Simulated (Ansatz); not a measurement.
**Bi, a known structure type with other elements, at an estimated volume**

```xyz
2
Lattice="1.8505 3.2052 0.0000 -1.8505 3.2052 0.0000 0.0000 0.0000 5.9765" Properties=species:S:1:pos:R:3 pbc="T T T"
Bi    0.0000    2.1368    1.4941
Bi    0.0000    4.2736    4.4824
```

Level: PBE, no spin polarisation; 420 eV; 10×10×6 Γ-centred mesh; fermi-dirac occupations (width 0.0283 eV); Ansatz 0.2.0, fixed geometry.

**Question.** Is there a gap?

**Answer.** It is a metal, with about 1.5 states/eV a cell as the mean within 0.25 eV of the Fermi level, mostly Bi p (95 %).

**Question.** Is the cell too large or too small?

**Answer.** The pressure is -4.7 GPa (compression positive), so with the atoms held at these fractions the cell would first shrink. The principal stresses -5.1, -5.1, -3.8 GPa differ, so its shape would change too.

**Question.** What do density and ELF say about some of the short contacts?

**Answer.** Bi–Bi at 3.67 Å: least valence density 0.11 e/Å³ and ELF 0.24 there. Both are smooth PAW fields, read partly inside the augmentation spheres.

Origin: a known structure type with other elements, at an estimated volume, so it need not be a known compound.
